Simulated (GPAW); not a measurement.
Runs of GPAW 26.7.0 on Rb. It takes space group I4/mmm (No. 139, tetragonal). The conventional cell has a = 5.909 Å, b = 5.909 Å, c = 5.462 Å, α = 90.00°, β = 90.00°, γ = 90.00°. This isn't the form of Rb at room conditions, which is bcc.

| task | level | potentials or basis | smearing | k mesh for the DOS | dos width | gap on the mesh (eV) | pressure (GPa) |
| --- | --- | --- | --- | --- | --- | --- | --- |
| single point | PBE | GPAW PAW data sets (gpaw-data 1.2.1), pw | gaussian 0.1 eV | - | - | none | -0.1 |
| density of states | PBEsol | PAW data sets generated in the run's folder for this functional, pw | improved-tetrahedron-method | 10 × 10 × 10 | 0.1 eV | none | (a) |
| single point | PBE | GPAW PAW data sets (gpaw-data 1.2.1), pw | gaussian 0.05 eV | - | - | none | -0.1 |
| single point | RPBE | the program's PAW data sets (release 1.2.1) made for this functional, pw | gaussian 0.1 eV | - | - | none | 0.1 |

Alike in all rows: no spin polarisation; cell as given; k mesh 7 × 7 × 7; cutoff (eV) 600.

Estimate the missing entries.

(a) -0.3.

A k mesh can miss the band edges, and the runs leave out spin-orbit coupling on Rb.

A gap of «none» marks a metal or a gap under the smearing width.
